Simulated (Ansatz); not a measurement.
# AlRu: the cost of one run

Method: DFT PBEsol, scalar-relativistic, plane waves, PAW, in Ansatz 0.2.0.

1 further run of the same task is left out (set aside as unsound or not needed).

### 1 The system as given

Symmetry: Pm-3m, No. 221, cubic system. Conventional cell: a = 2.976 Å, b = 2.976 Å, c = 2.976 Å, α = 90.00°, β = 90.00°, γ = 90.00°. Around Al (site symmetry m-3m) lie 8 Ru at 2.58 Å. Ru (site symmetry m-3m) has 8 Al at 2.58 Å as nearest neighbours.

Coordinates:

```cif
data_structure
_symmetry_space_group_name_H-M 'Pm-3m'
_symmetry_Int_Tables_number 221
_cell_length_a 2.9764
_cell_length_b 2.9764
_cell_length_c 2.9764
_cell_angle_alpha 90.000
_cell_angle_beta 90.000
_cell_angle_gamma 90.000
_cell_volume 26.37
loop_
_atom_site_label
_atom_site_type_symbol
_atom_site_symmetry_multiplicity
_atom_site_Wyckoff_symbol
_atom_site_fract_x
_atom_site_fract_y
_atom_site_fract_z
_atom_site_occupancy
Al1 Al 1 a 0.00000 0.00000 0.00000 1
Ru1 Ru 1 b 0.50000 0.50000 0.50000 1
```

It is the result of an earlier relaxation at this level (volume 13.18 Å³/atom; gap on the mesh: none (metal)).

### 2 Bands, states and charges

File input.yaml:

```yaml
crystal:
  lattice:
    - [2.9764078229, 0.0, 0.0]
    - [0.0, 2.9764078229, 0.0]
    - [0.0, 0.0, 2.9764078229]
  atoms:
    - { symbol: Al, position: [0.0, 0.0, 0.0] }
    - { symbol: Ru, position: [0.5, 0.5, 0.5] }
basis:
  ecutwfc: 420
kpoints:
  mp_grid: { grid: [14, 14, 14] }
  band_path:
    path:
      - [[0.0, 0.0, 0.0], [0.0, 0.5, 0.0], [0.5, 0.5, 0.0], [0.0, 0.0, 0.0], [0.5, 0.5, 0.5], [0.0, 0.5, 0.0]]
      - [[0.5, 0.5, 0.5], [0.5, 0.5, 0.0]]
    npoints: 14
hamiltonian:
  xc: pbesol
scf:
  occupations: { method: gaussian, width: 0.1 }
  n_extra_bands: 6
output:
  forces: true
  stress: true
  eigenvalues: true
  populations: true
  dos: { projected: true, de: 0.02, nscf_kmesh: { grid: [21, 21, 21] } }
  bader: true
  write_density: true
  write_potential: true
  elf: true
  volumetric_format: npy
```

Launch:

```bash
ansatz run input.yaml --threads 1 --pin off --max-ram 2560MiB --backend cpu --events-out ev --progress --plain --runs-dir out
```

What time and memory should one allow on 1 thread of Arm Neoverse V1, shared host?

About 17 s, with a peak of 0.33 GiB.
